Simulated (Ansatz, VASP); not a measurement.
**TiO2: VASP beside Ansatz**

INCAR

```
PREC     = Accurate       # precision mode
ENCUT    = 520            # plane-wave cutoff, eV
EDIFF    = 1E-7           # SCF threshold, eV
ISMEAR   = -1             # smearing method
SIGMA    = 0.02           # smearing width, eV
LREAL    = False          # projectors in reciprocal space
LASPH    = True           # aspherical terms in the spheres
NELM     = 100            # most SCF steps
ALGO     = Normal         # electronic algorithm
ISIF     = 2              # what is computed and relaxed
LWAVE    = False          # write WAVECAR
LCHARG   = False          # write CHGCAR
GGA      = PE             # functional
NBANDS   = 19             # bands
```

File KPOINTS:

```
regular mesh
0
Gamma
  10 10 10
```

POSCAR

```
TiO2
1.0
    0.0000000000      2.3968272404      2.3968272404
    2.5236194014      0.0000000000      2.3968272404
    2.5236194014      2.3968272404      0.0000000000
Ti O
1 2
Direct
    0.0000000000      0.0000000000      0.0000000000
    0.2500000000      0.2500000000      0.2500000000
    0.7500000000      0.7500000000      0.7500000000
```

Input for Ansatz:

```yaml
crystal:
  lattice:
    - [0.0, 2.3968272404, 2.3968272404]
    - [2.5236194014, 0.0, 2.3968272404]
    - [2.5236194014, 2.3968272404, 0.0]
  atoms:
    - { symbol: Ti, position: [0.0, 0.0, 0.0] }
    - { symbol: O, position: [0.25, 0.25, 0.25] }
    - { symbol: O, position: [0.75, 0.75, 0.75] }
kpoints:
  mp_grid: { grid: [10, 10, 10] }
  band_path:
    path:
      - [0.0, 0.0, 0.0]
      - [0.5, 0.0, 0.5]
      - [0.625, 0.25, 0.625]
      - [0.375, 0.375, 0.75]
      - [0.5, 0.5, 0.5]
      - [0.5, 0.25, 0.75]
    npoints: 1
hamiltonian:
  xc: pbe
scf:
  occupations: { method: fermi_dirac, width: 0.02 }
  n_extra_bands: 4
output:
  forces: true
  stress: true
  eigenvalues: true
  write_density: true
  write_potential: true
  elf: true
  volumetric_format: npy
```

Change from the starting cell: uniaxial_x strain +5.3%.

Alike in both runs: task single point; functional PBE; k mesh 10 × 10 × 10; occupations fermi-dirac, width 0.02 eV; no spin polarisation.

|  | VASP | Ansatz |
| --- | --- | --- |
| version | VASP 6.6.1 | Ansatz 0.2.0 |
| potentials or method | VASP PAW PBE potentials, release 64 (Ti_sv, O) | plane waves, PAW |
| plane-wave cutoff (eV) | 520 | 420 |
| valence electrons in the cell | 24 | 24 |

```csv
,VASP,Ansatz,Ansatz less VASP
gap on the k mesh at the Fermi level (eV),0.74,0.76,+0.015
pressure (GPa),-5.8,-6.5,-0.71
largest component of the traceless stress (GPa),16.99,17.06,+0.067
```

A k mesh can miss the band edges.
